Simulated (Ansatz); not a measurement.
# C: a trial structure relaxed

Aim: relax C from this start, fcc type (Fm-3m, No. 225), and see where it ends.

Method: DFT PBE, scalar-relativistic, plane waves, PAW, in Ansatz 0.2.0.

**1. The system as given**

Symmetry: Fm-3m, No. 225, cubic system. Conventional cell: a = 3.580 Å, b = 3.580 Å, c = 3.580 Å, α = 90.00°, β = 90.00°, γ = 90.00°. C (site symmetry m-3m) is surrounded by 12 C at 2.53 Å.

As a file:

```
CELL_PARAMETERS angstrom
0.00000 1.78984 1.78984
1.78984 0.00000 1.78984
1.78984 1.78984 0.00000
ATOMIC_POSITIONS crystal
C 0.00000 0.00000 0.00000
```

(A quick probe on a coarse mesh, which set the mesh and smearing, is not shown.)

**3. Coarse relaxation**

File input.yaml:

```yaml
crystal:
  lattice:
    - [0.0, 1.7898390965, 1.7898390965]
    - [1.7898390965, 0.0, 1.7898390965]
    - [1.7898390965, 1.7898390965, 0.0]
  atoms:
    - { symbol: C, position: [0.0, 0.0, 0.0] }
basis:
  ecutwfc: 420
kpoints:
  mp_grid: { grid: [8, 8, 8] }
hamiltonian:
  xc: pbe
scf:
  occupations: { method: gaussian, width: 0.1 }
  lower_state_search: "off"
output:
  forces: true
  stress: true
  eigenvalues: true
relax:
  adjacent_minimum: "off"
  f_tol: 0.04
  max_steps: 70
  cell: { stress_tol: 0.4 }
```

The session goes on with these runs: full relaxation; reference for the rattle test; random kick, then relaxation; a first look at the start (the lower structure); the relaxation (the lower structure).

**Question.** What will these runs give? Wanted: for each run, candidate; start; space group at the end; atoms; volume; energy above the lowest.

**Answer**, as computed:

| candidate | start | space group at the end | atoms | volume (Å³/atom) | energy above the lowest (meV/atom) | gap on the mesh (eV) |
| --- | --- | --- | --- | --- | --- | --- |
| A' | from a rattle test | P1 | 8 | 6.64 | 0.0 | 2.13 |
| A | fcc type (Fm-3m, No. 225) | Fm-3m | 1 | 7.33 | 3641.9 | 0.00 |

In words: The lowest is A', in P1; A follows 3642 meV/atom higher. Other structures, not tried here, may lie lower.
